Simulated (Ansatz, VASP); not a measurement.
**H3C3NO2 in VASP and in Ansatz**

```xyz
27
Lattice="7.4476 0.0000 0.0000 0.0000 7.4476 0.0000 0.0000 0.0000 7.4476" Properties=species:S:1:pos:R:3 pbc="T T T"
C     5.7059    5.5989    4.6507
C     5.7450    7.0431    4.7582
C     3.7955    0.5987    1.8804
C     4.7509   -0.1660    1.1079
C     0.0399    1.9016    2.1747
C     0.9968    2.7811    2.8106
C     1.7001    5.9928    4.5137
C     2.5344    1.9629    5.9967
C     5.1162    3.7849    0.6702
N     5.7732    8.2037    4.8108
N     5.5311   -0.7838    0.5079
N     1.7732    3.4660    3.3407
H     6.0480    5.2892    3.6549
H     6.3443    5.1476    5.4188
H     4.6852    5.2299    4.8031
H     2.8568    0.0366    1.9610
H     4.1845    0.7802    2.8925
H     3.5934    1.5685    1.4082
H     0.3320    0.8556    2.3278
H    -0.9408    2.0432    2.6477
H    -0.0144    2.1090    1.0993
O     2.0991    5.5719    5.5300
O     1.2861    6.4273    3.5045
O     2.5567    1.1378    5.1706
O     2.5020    2.7819    6.8342
O     5.6225    3.5092   -0.3487
O     4.6143    4.0051    1.7051
```

Alike in both runs: functional PBE; dispersion D3(BJ); k mesh 1 × 1 × 1; occupations fermi-dirac, width 0.02 eV; no spin polarisation.

Ansatz relaxed the structure, and its values are those at the end. VASP's run is a single point on that final structure, the one shown.

```csv
,VASP,Ansatz
version,VASP 6.6.1,Ansatz 0.2.0
potentials or method,"VASP PAW PBE potentials, release 64 (C, N, H, O)","scalar-relativistic, plane waves, PAW"
plane-wave cutoff (eV),520,420
valence electrons in the cell,96,96
```

Ansatz gave:

* rms of the force components (eV/Å): 0.070
* dispersion energy (meV/atom): -49.9

Task: Estimate VASP's values.

Result: rms of the force components (eV/Å): 0.155; dispersion energy (meV/atom): -49.8.

One of these differences is far larger than is usual between the two programs; its cause wasn't traced.

Caveats: the standard files for N, O and F lose accuracy on very short bonds.
